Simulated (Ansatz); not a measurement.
**Equation of state of mercury, fcc**

Computed with Ansatz 0.2.0, DFT, PBEsol, plane waves (420 eV) with PAW, scalar-relativistic. The PAW files were generated under PBE, with cores re-solved for the functional.

The cell is scaled uniformly from the relaxed one, with fractional coordinates and shape fixed. Energies are extrapolated to zero smearing, pressures are those at the given smearing. Magnetic state: spin not included.

```tsv
V (Å³/atom)	E − E₀ (meV/atom)	P (GPa)
20.569	54.1	7.51
21.504	20.9	4.04
22.438	4.5	1.60
23.373	0.0	-0.10
24.308	3.8	-1.25
25.243	13.2	-2.02
26.178	26.3	-2.50
```

Fit a third-order Birch-Murnaghan equation.

V₀ = 23.36 Å³/atom, B₀ = 35 GPa, B₀′ = 8.3.
